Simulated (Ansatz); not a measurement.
The system is Te2Mo.

```
Te Mo
1.0
     3.51820    0.00000    0.00000
    -1.75910    3.04685    0.00000
     0.00000    0.00000   13.97360
Te Mo
4 2
Cartesian
  1.7591 1.0156 5.2960
  0.0000 2.0312 12.2828
  1.7591 1.0156 1.6908
  0.0000 2.0312 8.6776
  1.7591 1.0156 10.4802
  0.0000 2.0312 3.4934
```

- Program: Ansatz 0.2.0
- Task: relaxation of cell and atoms
- Functional: revPBE
- Potentials or basis: Ansatz PAW
- Cutoff: 420 eV (not typed: the program's choice for these potentials)
- k mesh: 9 × 9 × 2
- Occupations: fermi-dirac, width 0.05 eV
- Spin: no spin polarisation

At the start: volume 24.96 Å³/atom.

Question: How do energy, volume and symmetry change on relaxing?

Answer: It ends after 21 steps and the volume is 36.58 Å³/atom (+46.5 %); space group P6_3/mmc (No. 194, to 0.05 Å).

Step by step:
```csv
step,energy change (eV),largest force (eV/Å),volume (Å³)
1,0.0000,0.2345,149.79
2,-0.0699,0.4003,170.95
3,-0.1866,0.0425,168.15
4,-0.2130,0.0534,170.80
5,-0.2265,0.0795,175.92
6,-0.2304,0.0120,179.55
7,-0.2307,0.0026,179.60
8,-0.2502,0.0024,179.60
9,-0.2623,0.0119,184.06
10,-0.2754,0.0898,191.82
11,-0.2837,0.0026,199.40
12,-0.2832,0.0386,202.74
13,-0.2838,0.0007,201.64
14,-0.2907,0.0005,201.64
15,-0.2933,0.0017,206.50
16,-0.2948,0.0522,214.17
17,-0.2951,0.0300,217.97
18,-0.2947,0.0104,220.68
19,-0.2950,0.0007,219.95
20,-0.2951,0.0023,219.50
21,-0.2981,0.0026,219.50
```

Final structure:
```cif
data_structure
_symmetry_space_group_name_H-M 'P 1'
_symmetry_Int_Tables_number 1
_cell_length_a 3.5811
_cell_length_b 3.5811
_cell_length_c 19.7640
_cell_angle_alpha 90.000
_cell_angle_beta 90.000
_cell_angle_gamma 120.000
_cell_volume 219.50
loop_
_atom_site_label
_atom_site_type_symbol
_atom_site_fract_x
_atom_site_fract_y
_atom_site_fract_z
_atom_site_occupancy
Te1 Te 0.66667 0.33333 0.34148 1
Te2 Te 0.33333 0.66667 0.84148 1
Te3 Te 0.66667 0.33333 0.15852 1
Te4 Te 0.33333 0.66667 0.65852 1
Mo1 Mo 0.66667 0.33333 0.75000 1
Mo2 Mo 0.33333 0.66667 0.25000 1
```

Caveat: the volume moved by over 15 % at a fixed basis, so the end points are rough; the plane-wave basis is chosen anew once the cell has moved, so the energies of steps on either side of that aren't comparable; this functional lacks dispersion, which binds the layers, so the pressure and a relaxed spacing across them are unreliable, and here the layers came unbound; the volume moved by +47 % from the deposited cell, more than functionals usually miss; the PAW data sets come from PBE, with cores solved anew for the run's functional, which leaves a small shift of forces and pressure.
